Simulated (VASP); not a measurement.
## From VASP inputs to Ansatz: LiCl (zincblende)

INCAR

```
LWAVE = .FALSE.
PREC = Accurate
EDIFF = 1E-7
SIGMA = 0.02
NELM = 120
NBANDS = 12
LCHARG = .FALSE.
ENCUT = 520
ISIF = 2
IBRION = -1
LASPH = .TRUE.
LREAL = .FALSE.
GGA = PE
NSW = 0
ISMEAR = -1
```

KPOINTS

```
KPOINTS created by Atomic Simulation Environment
0
Gamma
8 8 8
0 0 0
```

KPOINTS_OPT

```
special points
6
Reciprocal
0.0000000000 0.0000000000 0.0000000000 1
0.5000000000 0.0000000000 0.5000000000 1
0.5000000000 0.2500000000 0.7500000000 1
0.3750000000 0.3750000000 0.7500000000 1
0.5000000000 0.5000000000 0.5000000000 1
0.6250000000 0.2500000000 0.6250000000 1
```

POSCAR

```
Li Cl
 1.0000000000000000
    -0.0000000000000000    2.7330425338988040    2.7330425338988040
     2.7330425338988040   -0.0000000000000000    2.7330425338988040
     2.7330425338988040    2.7330425338988040    0.0000000000000000
 Li  Cl
   1   1
Cartesian
  0.0000000000000000  0.0000000000000000  0.0000000000000000
  1.3665212669494020  1.3665212669494020  1.3665212669494020
```

VASP ran with the recommended PBE PAW datasets (10 valence electrons in the cell).

Problem. Write an Ansatz input for this cell and level of theory.

Solution. 

```yaml
crystal:
  lattice:
    - [0.0, 2.7330425339, 2.7330425339]
    - [2.7330425339, 0.0, 2.7330425339]
    - [2.7330425339, 2.7330425339, 0.0]
  atoms:
    - { symbol: Li, position: [0.0, 0.0, 0.0] }
    - { symbol: Cl, position: [0.25, 0.25, 0.25] }
kpoints:
  mp_grid: { grid: [8, 8, 8] }
  band_path:
    path:
      - [[0.0, 0.0, 0.0], [0.5, 0.0, 0.5], [0.5, 0.25, 0.75], [0.375, 0.375, 0.75], [0.0, 0.0, 0.0], [0.5, 0.5, 0.5], [0.625, 0.25, 0.625], [0.5, 0.25, 0.75], [0.5, 0.5, 0.5], [0.375, 0.375, 0.75]]
      - [[0.625, 0.25, 0.625], [0.5, 0.0, 0.5]]
    npoints: 10
hamiltonian:
  xc: pbe
scf:
  occupations: { method: fermi_dirac, width: 0.02 }
  n_extra_bands: 4
output:
  forces: true
  stress: true
  eigenvalues: true
```

Other inputs would serve too.

```tsv
	VASP	Ansatz
gap between bands v and c	6.06 eV	6.05 eV
least direct gap	6.06 eV	6.05 eV
pressure	0.6 GPa	0.7 GPa
```

The two codes use different PAW datasets and cutoffs. VASP's cell holds 10 valence electrons and Ansatz's 10. Ansatz's stress includes a Pulay correction; VASP's doesn't. Ansatz solved a whole band path, VASP its corner points and band edges.
